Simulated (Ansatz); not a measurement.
Program: Ansatz. Geometries: PBE0-D4/def2-TZVP. ΔE: electronic, gas phase. CCSD(T)/CBS adds triple-zeta CCSD(T) − MP2 to the extrapolated MP2 energy (def2 sets, frozen cores). This one scheme is used for every species. Functionals use def2-TZVPP. Each species was taken in one conformer, which may not be the lowest.

Consider the substitution at a C–C bond: `OCc1ccccc1` + CH₃NH₂ → `CNc1ccccc1` + CH₃OH.

| species | revPBE energy (Eh) |
| --- | --- |
| `OCc1ccccc1` | -346.80547 |
| CH₃NH₂ | -95.86763 |
| `CNc1ccccc1` | -326.93557 |
| CH₃OH | -115.73606 |

**Question.** Work out ΔE.

**Answer.** ΔE = (-326.93557) + (-115.73606) − (-346.80547) − (-95.86763) = 0.00147 Eh = +0.9 kcal/mol. CCSD(T)/CBS gives +2.9 kcal/mol.

Largest T1 diagnostic among the species: 0.011.

Leaving LDA and LC-ωPBE aside and taking each functional with its dispersion term where it has one, the values, not all of them listed here, spread over 2.3 kcal/mol, from revPBE-D4 to ωB97M-V. LDA lies −2.0 kcal/mol from PBE without D4. From BLYP to BHLYP (50 % exact exchange), in def2-TZVPP and without D4, ΔE moves by +1.1 kcal/mol. At CCSD(T), def2-SVP lies −0.7 kcal/mol from the extrapolated value and def2-TZVPP +0.2 kcal/mol.
